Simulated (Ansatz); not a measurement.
The system is VO2.

```
V O
1.0
     4.50720    0.00000    0.00000
     0.00000    4.50720    0.00000
     0.00000    0.00000    3.04445
V O
2 4
Direct
  0.50000 0.50000 0.50000
  0.00000 0.00000 0.00000
  0.20036 0.79964 0.50000
  0.79964 0.20036 0.50000
  0.70036 0.70036 0.00000
  0.29964 0.29964 0.00000
```

The cell is a database's computed one.

Base run:

* Program: Ansatz 0.2.0
* Functional: PBE
* Potentials or basis: Ansatz PAW
* Cutoff: 420 eV (not typed: the program's choice for these potentials)
* k mesh: 6 × 6 × 9
* Occupations: gaussian, width 0.012 eV
* Spin: collinear spin, ferromagnetic start
* Starting moments: [2.0, 2.0, 0.0, 0.0, 0.0, 0.0] μB

Its results: band gap on the k mesh none (metal or under the smearing width); pressure -9.1 GPa; net moment 2.00 μB per cell; site moments V +0.86; O -0.06 μB; largest force 0.197 eV/Å.

After a change of settings the same cell gave: band gap on the k mesh none (metal or under the smearing width); pressure -5.0 GPa; net moment 2.00 μB per cell; site moments V +0.87; O -0.07 μB; largest force 0.227 eV/Å. Which change was it?
A. functional from PBE to revPBE; occupations from gaussian, width 0.012 eV to fermi-dirac, width 0.05 eV
B. functional from PBE to PBEsol; occupations from gaussian, width 0.012 eV to fermi-dirac, width 0.05 eV
C. functional from PBE to BLYP; occupations from gaussian, width 0.012 eV to fermi-dirac, width 0.05 eV

A.

Caveats: semilocal functionals often make such compounds metallic where correlation or magnetic order opens a gap, which also shifts bond lengths; the PAW data sets come from PBE, with cores solved anew for the run's functional, which leaves a small shift of forces and pressure (some runs).
